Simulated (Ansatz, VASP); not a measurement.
## Two plane-wave programs on Au

The input INCAR:

```
SYSTEM = Au
  PREC = Accurate
  ENCUT = 520
  EDIFF = 1E-6
  ISMEAR = 0
  SIGMA = 0.3
  LREAL = .False.
  LASPH = .True.
  NELM = 80
  ALGO = Fast
  ISIF = 2
  LWAVE = .False.
  LCHARG = .False.
  GGA = PE
  NBANDS = 12
```

KPOINTS

```
Automatic mesh
0
Gamma
  18 18 18
  0 0 0
```

Contents of POSCAR:

```
Au
1.0
    0.0000000000      2.1198926091      2.1198926091
    2.1198926091      0.0000000000      2.1198926091
    2.1198926091      2.1198926091      0.0000000000
Au
1
Direct
    0.0000000000      0.0000000000      0.0000000000
```

Input for Ansatz:

```yaml
crystal:
  lattice:
    - [0.0, 2.1198926091, 2.1198926091]
    - [2.1198926091, 0.0, 2.1198926091]
    - [2.1198926091, 2.1198926091, 0.0]
  atoms:
    - { symbol: Au, position: [0.0, 0.0, 0.0] }
basis:
  ecutwfc: 420
kpoints:
  mp_grid: { grid: [18, 18, 18] }
hamiltonian:
  xc: pbe
scf:
  occupations: { method: gaussian, width: 0.3 }
output:
  forces: true
  stress: true
  eigenvalues: true
```

Alike in both runs: task single point; functional PBE; k mesh 18 × 18 × 18; occupations gaussian, width 0.3 eV; no spin polarisation.

|  | VASP | Ansatz |
| --- | --- | --- |
| version | VASP 6.6.1 | Ansatz 0.2.0 |
| potentials or method | VASP PAW PBE potentials, release 64 (Au) | scalar-relativistic, plane waves, PAW |
| plane-wave cutoff (eV) | 520 | 420 |
| valence electrons in the cell | 11 | 19 |

VASP gave:

```
gap on the k mesh at the Fermi level (eV) : none
pressure (GPa)                            : -7.0
```

Task: What did Ansatz give for the same quantities?

Result: gap on the k mesh at the Fermi level (eV): none; pressure (GPa): -6.9.

A gap of «none» marks a metal or a gap that the smearing closes. The functional is the same, so the differences come from potentials, cutoffs and numerics. The two sets of potentials don't hold the same shells in valence.

Spin-orbit coupling is left out, which matters for the levels of Au.
